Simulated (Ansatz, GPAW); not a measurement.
This is a calculation of TiSe for GPAW 26.7.0 (ASE script). The cell comes from a database or a generator and needn't be the stable form of this composition.

Contents of run.py:

```python
from ase import Atoms
from ase.dft.bandgap import bandgap
from ase.io import write
from ase.units import GPa
from gpaw import GPAW, PW, setup_paths

setup_paths.insert(0, '.')

atoms = Atoms(['Se', 'Se', 'Ti', 'Ti'],
              cell=[[4.178357, 0.0, 0.0],
                    [0.0, 4.178357, 0.0],
                    [0.0, 0.0, 5.984423]],
              scaled_positions=[[0.0, 0.5, 0.760556],
                                [0.5, 0.0, 0.239444],
                                [0.0, 0.0, 0.0],
                                [0.5, 0.5, 0.0]],
              pbc=True)

calc = GPAW(mode=PW(600),
            xc='PBEsol',
            kpts={'size': (7, 7, 5), 'gamma': True},
            occupations={'name': 'methfessel-paxton', 'order': 0, 'width': 0.05},
            nbands=34,
            convergence={'density': 1e-05, 'energy': 1e-05},
            maxiter=150,
            txt='gpaw.txt')
atoms.calc = calc
energy = atoms.get_potential_energy()
forces = atoms.get_forces()
stress = atoms.get_stress()
calc.write('gs.gpw')
write('result.traj', atoms)
print(f'Energy: {energy:.6f} eV')
print('Forces (eV/A):')
print(forces.round(4))
print('Stress (GPa):', (stress / GPa).round(3))
print('Fermi level:', round(calc.get_fermi_level(), 4), 'eV')
print(f'Gap: {bandgap(calc)[0]:.4f} eV, direct: {bandgap(calc, direct=True)[0]:.4f} eV')
```

Potentials or basis: PAW data sets generated in the run's folder for this functional, pw.

The run is started by

```sh
$ gpaw-setup -f PBEsol Se Ti
$ OMP_NUM_THREADS=1 python run.py
```

Translate it to Ansatz 0.2.0. Potentials or basis there: Ansatz PAW, cutoff 420 eV.

As run (cutoffs and basis follow the program's own potentials, and thresholds, step limits or extra output files can differ):

input.yaml

```yaml
crystal:
  lattice:
    - [4.178357, 0.0, 0.0]
    - [0.0, 4.178357, 0.0]
    - [0.0, 0.0, 5.984423]
  atoms:
    - { symbol: Se, position: [0.0, 0.5, 0.760556] }
    - { symbol: Se, position: [0.5, 0.0, 0.239444] }
    - { symbol: Ti, position: [0.0, 0.0, 0.0] }
    - { symbol: Ti, position: [0.5, 0.5, 0.0] }
hamiltonian:
  xc: pbesol
  pseudopotentials: { kind: paw }
kpoints:
  mp_grid: { grid: [7, 7, 5] }
scf:
  occupations: { method: gaussian, width: 0.05 }
output:
  forces: true
  stress: true
  eigenvalues: true
  write_density: true
  write_potential: true
  elf: true
  volumetric_format: npy
```

Potentials or basis: Ansatz PAW.

Command:

```sh
$ ansatz run input.yaml --threads 2 --pin off --max-ram 5632MiB --backend cpu --events-out ev --progress --plain --runs-dir out
```

Both were run:

|  | GPAW | Ansatz |
| --- | --- | --- |
| Pressure | -2.9 GPa | -2.9 GPa |
| Largest force | 0.300 eV/Å | 0.340 eV/Å |

Ansatz's pressure holds a Pulay term of +0.01 GPa for its cutoff of 420 eV, which the other run lacks.

The potentials hold 36 and 56 valence electrons a cell.

Ansatz's potentials were made for PBE.

Where Ansatz's input types no cutoff or centring, it takes its own default and a Γ-centred mesh.

Pressure is positive in compression.
